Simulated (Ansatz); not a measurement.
# InP: the cost of one run

Program: Ansatz 0.2.0. Level of theory: DFT r²SCAN with spin–orbit coupling, plane waves, PAW. These are calculated values, not measurements.

2 further runs of the same task are left out: 2 set aside as unsound or not needed.

## 1. Starting point

It takes space group Fm-3m (No. 225, cubic). The conventional cell has a = 5.710 Å, b = 5.710 Å, c = 5.710 Å, α = 90.00°, β = 90.00°, γ = 90.00°. In (site symmetry m-3m) has 6 P at 2.86 Å as nearest neighbours. Around P (site symmetry m-3m) lie 6 In at 2.86 Å.

Coordinates:

```xyz
2
Lattice="0.0000 2.8550 2.8550 2.8550 0.0000 2.8550 2.8550 2.8550 0.0000" Properties=species:S:1:pos:R:3 pbc="T T T"
In    0.0000    0.0000    0.0000
P     2.8550    2.8550    2.8550
```

The cell is the deposited one, not relaxed. At r²SCAN, without spin–orbit coupling, an earlier run found -7.35 GPa for this cell of 23.271 Å³/atom (10×10×10 mesh), no gap. The cell is stretched at this level.

## 2. Spin-orbit coupling: bands, spin texture, Fermi surface

Contents of input.yaml:

```yaml
crystal:
  lattice:
    - [0.0, 2.8550009661, 2.8550009661]
    - [2.8550009661, 0.0, 2.8550009661]
    - [2.8550009661, 2.8550009661, 0.0]
  atoms:
    - { symbol: In, position: [0.0, 0.0, 0.0] }
    - { symbol: P, position: [0.5, 0.5, 0.5] }
basis:
  ecutwfc: 500
  ecutrho_ratio: 4
kpoints:
  mp_grid: { grid: [8, 8, 8] }
  band_path:
    path:
      - [[0.0, 0.0, 0.0], [0.5, 0.0, 0.5], [0.625, 0.25, 0.625]]
      - [[0.375, 0.375, 0.75], [0.0, 0.0, 0.0], [0.5, 0.5, 0.5], [0.5, 0.25, 0.75], [0.5, 0.0, 0.5]]
    npoints: 10
hamiltonian:
  xc: r2scan
scf:
  occupations: { method: gaussian, width: 0.05 }
output:
  forces: true
  stress: true
  eigenvalues: true
  populations: true
  eigenstates:
    nscf_kmesh: { grid: [16, 16, 16] }
    de_dk: true
    e_range: [-2.5, 2.5]
  write_density: true
  write_potential: true
  elf: true
  volumetric_format: npy
magnetization:
  noncollinear: true
  spin_orbit: true
```

Started as:

```bash
> ansatz run input.yaml --threads 4 --pin off --max-ram 9216MiB --backend cpu --events-out ev --progress --plain --runs-dir out
```

**Question.** How long does this run take on 4 threads of AMD EPYC (Zen 3), shared host, and how much memory does it need?

About 35 s, with a peak of 0.69 GiB.
